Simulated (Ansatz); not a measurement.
I under changes of volume

One of the cells (40.553 Å³/atom); the others are scaled copies at fixed shape and fractional positions:

```
I
1.0
     0.00000    2.36560    3.90984
     2.19225    0.00000    3.90984
     2.19225    2.36560    0.00000
I
1
Direct
  0.00000 0.00000 0.00000
```

```yaml
Program: Ansatz 0.2.0
Functional: PBE
Potentials_or_basis: Ansatz PAW earlier set
Cutoff: 620 eV
Density_cutoff: 2480 eV
k_mesh: 9 × 9 × 9
Occupations: fermi-dirac, width 0.05 eV
Spin: no spin polarisation
```

```csv
volume (Å³/atom),energy over the lowest point (meV/atom),pressure (GPa)
38.120,?,?
38.931,11.34,1.7
39.742,4.66,1.0
40.553,1.00,0.5
41.364,0.00,0.0
42.175,1.35,-0.5
42.986,4.78,-0.8
```

Q: What does the run at 38.120 Å³/atom give?

A: Energy over the lowest point 21.44 meV/atom; pressure 2.4 GPa.

Worked out: A Birch-Murnaghan fit of order 3 (a polynomial in V^(-2/3)) to the other rows has its minimum at 41.29 Å³/atom with B0 = V·E''(V) = 24 GPa and B' = 5.3 at fixed shape and positions, which overstates the stiffness. It gives 21.43 meV/atom at 38.120 Å³/atom, against the run's 21.44, and -dE/dV = 2.4 GPa, against 2.4.

Energies are extrapolated to zero smearing.

Caveats: an odd number of electrons without spin polarisation forces a metal; a magnetic or distorted state may lie lower.
